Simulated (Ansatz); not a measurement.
Crystal: SiO2.

```
Si O
1.0
     0.00000    4.71626    7.36278
     2.35958    0.00000    7.36278
     2.35958    4.71626    0.00000
Si O
4 8
Direct
  0.93677 0.93677 0.56323
  0.68677 0.68677 0.31323
  0.31323 0.31323 0.68677
  0.56323 0.56323 0.93677
  0.06344 0.43656 0.06344
  0.43656 0.06344 0.43656
  0.81344 0.18656 0.81344
  0.18656 0.81344 0.18656
  0.12500 0.62500 0.62500
  0.62500 0.62500 0.62500
  0.62500 0.62500 0.12500
  0.62500 0.12500 0.62500
```

The cell comes from a database or a generator and needn't be the stable form of this composition.

Program: Ansatz 0.2.0. Alike in all runs: task band structure; potentials or basis Ansatz PAW; no spin polarisation; cell as given.

Q: Order these runs on this cell by their band gap on the k mesh, lowest first.
A. level PBEsol; k mesh 7 × 7 × 7; cutoff (eV) 420; smearing fermi-dirac 0.05 eV; points for each segment of the path 10
B. level LDA; k mesh 6 × 6 × 6; cutoff (eV) 420; smearing fixed; level lda; run kind scf
C. level HSE06; k mesh 4 × 4 × 4; cutoff (eV) 420; smearing fixed; level hse06; run kind scf
D. level PBE0; k mesh 4 × 4 × 4; cutoff (eV) 420; smearing fixed; level pbe0; run kind scf
E. level r2SCAN; k mesh 6 × 6 × 6; cutoff (eV) 500; smearing fixed; level r2scan; run kind scf

A: B (5.53 eV), A (5.69 eV), E (6.39 eV), C (7.58 eV), D (8.35 eV).

A k mesh can miss the band edges.

Not every run made on this cell is shown here.
